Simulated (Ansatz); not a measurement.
SiO2, 12 atoms in the cell. It takes space group I4_122 (No. 98, tetragonal). Conventional cell: a = 5.676 Å, b = 5.676 Å, c = 11.320 Å, α = 90.00°, β = 90.00°, γ = 90.00°. Around Si (site symmetry 2) lie 4 O at 1.63 to 1.64 Å. O (site symmetry 2) is surrounded by 2 Si at 1.63 Å. O (site symmetry 2) has 2 Si at 1.64 Å as nearest neighbours. The cell comes from a database or a generator and needn't be the stable form of this composition.

- Program: Ansatz 0.2.0
- Task: relaxation of cell and atoms
- Functional: r2SCAN
- Dispersion: D3(BJ)
- Potentials or basis: Ansatz PAW
- Cutoff: 500 eV (not typed: the program's choice for these potentials)
- k mesh: 7 × 7 × 7
- Occupations: fermi-dirac, width 0.05 eV
- Spin: no spin polarisation

Potentials or basis: Ansatz PAW.

Launch:

```bash
$ ansatz run input.yaml --threads 4 --pin off --max-ram 11264MiB --backend cpu --events-out ev --progress --plain --runs-dir out
```

Hardware: 4 threads of Arm Neoverse V2, with other jobs on the host.

Problem. Estimate the wall time of this run.

Solution. Run time: 93 s on 4 threads of Arm Neoverse V2 (shared host), peak memory 1.2 GiB. Counts: scf iterations 37, plane waves 4461, k points 40, bands 44, ion steps 6.
